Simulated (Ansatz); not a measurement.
## CdHgSe₄: relaxation (Ansatz)

The command:

```bash
ansatz run input.yaml --threads 2 --pin off --max-ram 2560MiB --backend cpu --events-out ev --progress --plain --runs-dir out
```

input.yaml:

```yaml
crystal:
  lattice:
    - [0.0, 0.0, 4.501414]
    - [5.967233, -5.967233, 2.250707]
    - [5.967233, 5.967233, -2.250707]
  atoms:
    - { symbol: Hg, position: [0.0, 0.0, 0.0] }
    - { symbol: Se, position: [0.424, 0.014, 0.282] }
    - { symbol: Se, position: [0.562, 0.282, 0.986] }
    - { symbol: Se, position: [0.156, 0.986, 0.718] }
    - { symbol: Se, position: [0.858, 0.718, 0.014] }
    - { symbol: Cd, position: [0.75, 0.5, 0.5] }
  symmetry: { tolerance: 0.0003 }
kpoints:
  mp_grid: { grid: [5, 5, 5], shift: [0, 0, 0] }
magnetization:
  spin_polarized: false
scf:
  occupations: { method: gaussian, width: 0.0322 }
  lower_state_search: "off"
hamiltonian:
  pseudopotentials: { kind: paw }
  xc: r2scan
basis:
  ecutwfc: 500
  fft_grid_basis: typed
relax:
  max_steps: 40
  cell: { p_target: 0.0 }
output:
  forces: true
  stress: true
  eigenvalues: true
  bader: true
  populations: true
  elf: true
  write_potential: true
  volumetric_format: npy
  dos:
    e_range: [-12, 8]
    de: 0.05
    projected: { site_lists: { Cd: [Cd], Hg: [Hg], Se: [Se] } }
checkpoint:
  read: saved_state
```

Origin of the cell: a known structure type with other elements, at an estimated volume, so it need not be a known compound.

The saved state is a converged single point of the same cell.

Steps («new basis» is an SCF on plane waves selected anew at the same cell):

| step | ΔF (meV/atom) | max force component (eV/Å) | P (GPa) | volume (Å³) | SCF iterations | step was |
| --- | --- | --- | --- | --- | --- | --- |
| 1 | 0.0 | 0.593 | -3.58 | 320.57 | 8 | accepted |
| 2 | -182.7 | 0.715 | -2.69 | 289.79 | 10 | accepted |
| 3 | -374.5 | 1.156 | -2.04 | 274.82 | 9 | accepted |
| 4 | -568.9 | 0.931 | -0.82 | 264.13 | 9 | accepted |
| 5 | -670.2 | 0.355 | 0.97 | 258.74 | 9 | accepted |
| 6 | -725.1 | 0.285 | -0.78 | 256.39 | 8 | accepted |
| 7 | -796.3 | 0.224 | -0.70 | 241.53 | 8 | accepted |
| 8 | -869.6 | 0.282 | -1.19 | 218.94 | 8 | accepted |
| 9 | -947.5 | 0.483 | -0.89 | 195.35 | 7 | accepted |
| 10 | -1032.7 | 0.580 | -0.30 | 173.46 | 8 | accepted |
| 11 | -1112.3 | 0.683 | 0.47 | 161.82 | 8 | accepted |
| 12 | -1170.1 | 0.336 | 2.61 | 153.20 | 7 | accepted |
| 13 | -1150.6 | 0.448 | -1.23 | 171.27 | 7 | rejected |
| 14 | -1184.5 | 0.080 | 0.17 | 160.60 | 11 | accepted |
| 15 | -1186.5 | 0.033 | -0.15 | 159.59 | 6 | accepted |
| 16 | -1190.3 | 0.161 | 0.07 | 155.10 | 7 | accepted |
| 17 | -1200.2 | 0.220 | -0.33 | 151.42 | 6 | accepted |
| 18 | -1225.0 | 0.381 | -0.08 | 147.67 | 6 | accepted |
| 19 | -1265.9 | 0.619 | -0.45 | 146.29 | 7 | accepted |
| 20 | -1312.1 | 0.582 | -0.94 | 146.14 | 6 | accepted |
| 21 | -1374.8 | 0.251 | -0.86 | 149.45 | 6 | accepted |
| 22 | -1400.3 | 0.133 | 0.24 | 153.54 | 6 | accepted |
| 23 | -1424.7 | 0.193 | 0.10 | 158.68 | 8 | accepted |
| 24 | -1435.6 | 0.201 | 0.75 | 159.44 | 6 | accepted |
| 25 | -1462.2 | 0.184 | 0.58 | 162.06 | 8 | accepted |
| 26 | -1484.2 | 0.282 | -0.43 | 166.78 | 8 | accepted |
| 27 | -1504.1 | 0.191 | -0.26 | 167.45 | 7 | accepted |
| 28 | -1510.3 | 0.032 | 0.06 | 165.26 | 7 | accepted |
| 29 | -1509.7 | 0.121 | -0.15 | 166.57 | 7 | rejected |
| 30 | -1510.6 | 0.023 | -0.01 | 166.03 | 10 | accepted |
| 31 | -1510.6 | 0.009 | -0.01 | 165.95 | 6 | accepted |
| 32 | -1510.0 | 0.009 | -0.02 | 165.95 | 7 | new basis |

Step 1, with forces in eV/Å:

```xyz
6
Lattice="0.000 0.000 4.501 5.967 -5.967 2.251 5.967 5.967 -2.251" Properties=species:S:1:pos:R:3:forces:R:3 pbc="T T T" step=1
Hg    0.000    0.000    0.000    0.000    0.000    0.000
Se    1.766    1.599    1.305   -0.593   -0.451    0.029
Se    7.566    4.201    0.945   -0.451    0.593   -0.029
Se   10.168   -1.599    1.305    0.593    0.451    0.029
Se    4.368   -4.201    5.447    0.451   -0.593   -0.029
Cd    5.967    0.000    3.376    0.000    0.000    0.000
```

Step 2, with forces in eV/Å:

```xyz
6
Lattice="0.000 0.000 4.340 5.778 -5.778 2.170 5.778 5.778 -2.170" Properties=species:S:1:pos:R:3:forces:R:3 pbc="T T T" step=2
Hg    0.000    0.000    0.000    0.000    0.000    0.000
Se    1.617    1.502    1.415   -0.454   -0.334    0.715
Se    7.280    4.161    0.755   -0.334    0.454   -0.715
Se    9.939   -1.502    1.415    0.454    0.334    0.715
Se    4.276   -4.161    5.095    0.334   -0.454   -0.715
Cd    5.778    0.000    3.255    0.000    0.000    0.000
```

Step 4, with forces in eV/Å:

```xyz
6
Lattice="0.000 0.000 4.316 5.532 -5.532 2.158 5.532 5.532 -2.158" Properties=species:S:1:pos:R:3:forces:R:3 pbc="T T T" step=4
Hg    0.000    0.000    0.000    0.000    0.000    0.000
Se    1.406    1.332    1.733   -0.340   -0.275    0.931
Se    6.863    4.125    0.425   -0.275    0.340   -0.931
Se    9.657   -1.332    1.733    0.340    0.275    0.931
Se    4.200   -4.125    4.741    0.275   -0.340   -0.931
Cd    5.532    0.000    3.237    0.000    0.000    0.000
```

Step 5, with forces in eV/Å:

```xyz
6
Lattice="0.000 0.000 4.435 5.401 -5.401 2.217 5.401 5.401 -2.217" Properties=species:S:1:pos:R:3:forces:R:3 pbc="T T T" step=5
Hg    0.000    0.000    0.000    0.000    0.000    0.000
Se    1.307    1.243    1.953    0.342    0.355   -0.072
Se    6.644    4.094    0.264    0.355   -0.342    0.072
Se    9.495   -1.243    1.953   -0.342   -0.355   -0.072
Se    4.158   -4.094    4.699   -0.355    0.342    0.072
Cd    5.401    0.000    3.326    0.000    0.000    0.000
```

Step 7, with forces in eV/Å:

```xyz
6
Lattice="0.000 0.000 4.876 4.977 -4.977 2.438 4.977 4.977 -2.438" Properties=species:S:1:pos:R:3:forces:R:3 pbc="T T T" step=7
Hg    0.000    0.000    0.000    0.000    0.000    0.000
Se    1.251    1.234    2.110    0.141    0.224   -0.123
Se    6.211    3.726    0.328    0.224   -0.141    0.123
Se    8.702   -1.234    2.110   -0.141   -0.224   -0.123
Se    3.742   -3.726    5.204   -0.224    0.141    0.123
Cd    4.977    0.000    3.657    0.000    0.000    0.000
```

Step 8, with forces in eV/Å:

```xyz
6
Lattice="0.000 0.000 4.988 4.685 -4.685 2.494 4.685 4.685 -2.494" Properties=species:S:1:pos:R:3:forces:R:3 pbc="T T T" step=8
Hg    0.000    0.000    0.000    0.000    0.000    0.000
Se    1.219    1.248    2.120    0.119    0.282    0.001
Se    5.933    3.465    0.374    0.282   -0.119   -0.001
Se    8.150   -1.248    2.120   -0.119   -0.282    0.001
Se    3.436   -3.465    5.362   -0.282    0.119   -0.001
Cd    4.685    0.000    3.741    0.000    0.000    0.000
```

Step 10, with forces in eV/Å:

```xyz
6
Lattice="0.000 0.000 5.086 4.129 -4.129 2.543 4.129 4.129 -2.543" Properties=species:S:1:pos:R:3:forces:R:3 pbc="T T T" step=10
Hg    0.000    0.000    0.000    0.000    0.000    0.000
Se    1.135    1.317    2.111    0.100    0.580   -0.252
Se    5.446    2.995    0.432    0.580   -0.100    0.252
Se    7.124   -1.317    2.111   -0.100   -0.580   -0.252
Se    2.813   -2.995    5.519   -0.580    0.100    0.252
Cd    4.129    0.000    3.815    0.000    0.000    0.000
```

Step 11, with forces in eV/Å:

```xyz
6
Lattice="0.000 0.000 5.131 3.971 -3.971 2.565 3.971 3.971 -2.565" Properties=species:S:1:pos:R:3:forces:R:3 pbc="T T T" step=11
Hg    0.000    0.000    0.000    0.000    0.000    0.000
Se    1.079    1.385    2.042    0.118    0.683   -0.390
Se    5.356    2.892    0.524    0.683   -0.118    0.390
Se    6.863   -1.385    2.042   -0.118   -0.683   -0.390
Se    2.586   -2.892    5.654   -0.683    0.118    0.390
Cd    3.971    0.000    3.848    0.000    0.000    0.000
```

Step 14, with forces in eV/Å:

```xyz
6
Lattice="0.000 0.000 5.259 3.908 -3.908 2.629 3.908 3.908 -2.629" Properties=species:S:1:pos:R:3:forces:R:3 pbc="T T T" step=14
Hg    0.000    0.000    0.000    0.000    0.000    0.000
Se    1.040    1.520    1.918    0.065    0.006    0.080
Se    5.428    2.867    0.712    0.006   -0.065   -0.080
Se    6.775   -1.520    1.918   -0.065   -0.006    0.080
Se    2.387   -2.867    5.970   -0.006    0.065   -0.080
Cd    3.908    0.000    3.944    0.000    0.000    0.000
```

Step 15, with forces in eV/Å:

```xyz
6
Lattice="0.000 0.000 5.286 3.885 -3.885 2.643 3.885 3.885 -2.643" Properties=species:S:1:pos:R:3:forces:R:3 pbc="T T T" step=15
Hg    0.000    0.000    0.000    0.000    0.000    0.000
Se    1.072    1.501    1.941    0.033    0.027   -0.006
Se    5.386    2.814    0.702    0.027   -0.033    0.006
Se    6.699   -1.501    1.941   -0.033   -0.027   -0.006
Se    2.384   -2.814    5.989   -0.027    0.033    0.006
Cd    3.885    0.000    3.965    0.000    0.000    0.000
```

Step 17, with forces in eV/Å:

```xyz
6
Lattice="0.000 0.000 5.433 3.733 -3.733 2.716 3.733 3.733 -2.716" Properties=species:S:1:pos:R:3:forces:R:3 pbc="T T T" step=17
Hg    0.000    0.000    0.000    0.000    0.000    0.000
Se    1.227    1.414    1.980    0.160    0.220   -0.151
Se    5.147    2.506    0.736    0.220   -0.160    0.151
Se    6.239   -1.414    1.980   -0.160   -0.220   -0.151
Se    2.319   -2.506    6.169   -0.220    0.160    0.151
Cd    3.733    0.000    4.075    0.000    0.000    0.000
```

Step 18, with forces in eV/Å:

```xyz
6
Lattice="0.000 0.000 5.431 3.687 -3.687 2.716 3.687 3.687 -2.716" Properties=species:S:1:pos:R:3:forces:R:3 pbc="T T T" step=18
Hg    0.000    0.000    0.000    0.000    0.000    0.000
Se    1.327    1.416    1.935    0.329    0.381   -0.133
Se    5.103    2.360    0.781    0.381   -0.329    0.133
Se    6.047   -1.416    1.935   -0.329   -0.381   -0.133
Se    2.271   -2.360    6.212   -0.381    0.329    0.133
Cd    3.687    0.000    4.074    0.000    0.000    0.000
```

Step 20, with forces in eV/Å:

```xyz
6
Lattice="0.000 0.000 5.382 3.685 -3.685 2.691 3.685 3.685 -2.691" Properties=species:S:1:pos:R:3:forces:R:3 pbc="T T T" step=20
Hg    0.000    0.000    0.000    0.000    0.000    0.000
Se    1.551    1.487    1.855    0.119    0.582   -0.106
Se    5.172    2.133    0.836    0.582   -0.119    0.106
Se    5.818   -1.487    1.855   -0.119   -0.582   -0.106
Se    2.197   -2.133    6.219   -0.582    0.119    0.106
Cd    3.685    0.000    4.037    0.000    0.000    0.000
```

Step 21, with forces in eV/Å:

```xyz
6
Lattice="0.000 0.000 5.195 3.793 -3.793 2.597 3.793 3.793 -2.597" Properties=species:S:1:pos:R:3:forces:R:3 pbc="T T T" step=21
Hg    0.000    0.000    0.000    0.000    0.000    0.000
Se    1.649    1.643    1.774   -0.251    0.251   -0.136
Se    5.435    2.144    0.823    0.251    0.251    0.136
Se    5.936   -1.643    1.774    0.251   -0.251   -0.136
Se    2.150   -2.144    6.018   -0.251   -0.251    0.136
Cd    3.793    0.000    3.896    0.000    0.000    0.000
```

Step 23, with forces in eV/Å:

```xyz
6
Lattice="0.000 0.000 5.094 3.947 -3.947 2.547 3.947 3.947 -2.547" Properties=species:S:1:pos:R:3:forces:R:3 pbc="T T T" step=23
Hg    0.000    0.000    0.000    0.000    0.000    0.000
Se    1.629    1.801    1.451    0.074   -0.193   -0.172
Se    5.747    2.318    1.095   -0.193   -0.074    0.172
Se    6.265   -1.801    1.451   -0.074    0.193   -0.172
Se    2.146   -2.318    6.189    0.193    0.074    0.172
Cd    3.947    0.000    3.820    0.000    0.000    0.000
```

Step 24, with forces in eV/Å:

```xyz
6
Lattice="0.000 0.000 5.050 3.973 -3.973 2.525 3.973 3.973 -2.525" Properties=species:S:1:pos:R:3:forces:R:3 pbc="T T T" step=24
Hg    0.000    0.000    0.000    0.000    0.000    0.000
Se    1.631    1.822    1.341    0.148   -0.201   -0.169
Se    5.795    2.343    1.184   -0.201   -0.148    0.169
Se    6.316   -1.822    1.341   -0.148    0.201   -0.169
Se    2.151   -2.343    6.234    0.201    0.148    0.169
Cd    3.973    0.000    3.787    0.000    0.000    0.000
```

Step 26, with forces in eV/Å:

```xyz
6
Lattice="0.000 0.000 5.112 4.039 -4.039 2.556 4.039 4.039 -2.556" Properties=species:S:1:pos:R:3:forces:R:3 pbc="T T T" step=26
Hg    0.000    0.000    0.000    0.000    0.000    0.000
Se    1.707    1.882    0.936   -0.077    0.282   -0.086
Se    5.920    2.332    1.620    0.282    0.077    0.086
Se    6.370   -1.882    0.936    0.077   -0.282   -0.086
Se    2.157   -2.332    6.732   -0.282   -0.077    0.086
Cd    4.039    0.000    3.834    0.000    0.000    0.000
```

Step 27, with forces in eV/Å:

```xyz
6
Lattice="0.000 0.000 5.138 4.037 -4.037 2.569 4.037 4.037 -2.569" Properties=species:S:1:pos:R:3:forces:R:3 pbc="T T T" step=27
Hg    0.000    0.000    0.000    0.000    0.000    0.000
Se    1.708    1.955    0.750   -0.020    0.191   -0.015
Se    5.992    2.328    1.819    0.191    0.020    0.015
Se    6.365   -1.955    0.750    0.020   -0.191   -0.015
Se    2.082   -2.328    6.957   -0.191   -0.020    0.015
Cd    4.037    0.000    3.853    0.000    0.000    0.000
```

Step 30, with forces in eV/Å:

```xyz
6
Lattice="0.000 0.000 5.182 4.003 -4.003 2.591 4.003 4.003 -2.591" Properties=species:S:1:pos:R:3:forces:R:3 pbc="T T T" step=30
Hg    0.000    0.000    0.000    0.000    0.000    0.000
Se    1.705    2.008    0.630    0.023    0.002    0.007
Se    6.011    2.297    1.961    0.002   -0.023   -0.007
Se    6.300   -2.008    0.630   -0.023   -0.002    0.007
Se    1.995   -2.297    7.143   -0.002    0.023   -0.007
Cd    4.003    0.000    3.886    0.000    0.000    0.000
```

Step 32, with forces in eV/Å:

```xyz
6
Lattice="0.000 0.000 5.177 4.004 -4.004 2.588 4.004 4.004 -2.588" Properties=species:S:1:pos:R:3:forces:R:3 pbc="T T T" step=32
Hg    0.000    0.000    0.000    0.000    0.000    0.000
Se    1.709    2.005    0.641   -0.009    0.000   -0.003
Se    6.008    2.295    1.947    0.000    0.009    0.003
Se    6.299   -2.005    0.641    0.009    0.000   -0.003
Se    1.999   -2.295    7.124    0.000   -0.009    0.003
Cd    4.004    0.000    3.883    0.000    0.000    0.000
```

```
Free energy lowered by                                                                 : 1510.0 meV/atom
Volume change                                                                          : -48.23 %
Final pressure                                                                         : -0.02 GPa
Relaxation steps listed                                                                : 32
Formation energy (elements under the same functional, gases as molecules, uncorrected) : -0.166 eV/atom
Gap on the mesh                                                                        : 0.65 eV
```

Caveats: no spin-orbit coupling, though heavy elements are present; the relaxation held the start's symmetry, so the end may be a saddle point.

The run took 940 s of wall time on 2 CPU thread(s) of a shared host, from a saved density.
